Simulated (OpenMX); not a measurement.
## HfN: single point with PBE

HfN:

```
Hf N
1.0
     0.00000    2.25600    2.25600
     2.25600    0.00000    2.25600
     2.25600    2.25600    0.00000
Hf N
1 1
Direct
  0.01567 0.00000 0.00000
  0.50000 0.50000 0.50000
```

The cell isn't the ideal one: atom 1 moved by [0.0, 0.0354, 0.0354] A.

| Property | Result |
| --- | --- |
| Program | OpenMX 3.8.5 |
| Task | single point |
| Functional | PBE |
| Potentials or basis | OpenMX 2013 PBE set, Hf7.0-s3p2d2, N6.0-s2p2, grid cutoff 560 Ry |
| k mesh | 7 × 7 × 7 |
| Occupations | fermi-dirac, width 0.05 eV |
| Spin | no spin polarisation |
| Mixing scheme | rmm-diisk |
| SCF threshold | 1e-08 Ha |
| Solver | band |
| Max SCF cycles | 100 |

```yaml
Largest_force: 0.643 eV/Å
Band_gap_on_the_k_mesh: none (metal or under the smearing width)
Mulliken_charges: Hf +0.79; N -0.79 e
```

Forces on the atoms (eV/Å):
```
Hf   0.002 -0.454 -0.454
N   -0.002  0.455  0.455
```

Levels at points of the mesh, in eV from the Fermi level:
```tsv
k point	band 4	band 5	band 6	band 7	band 8	band 9	band 10	band 11	band 12	band 13
(0.00, 0.00, 0.00)	-31.32	-17.99	-3.34	-3.33	-3.32	-0.69	-0.65	-0.64	1.74	1.77
```

It took 56 s on 1 thread of Arm Neoverse V2, with other jobs on the host, peak memory 0.72 GiB.

Caveat: Mulliken charges move with the basis; the basis of atomic orbitals isn't converged, which shifts pressures, moduli and gaps. The run has no spin-orbit coupling, so splittings on Hf are missing.
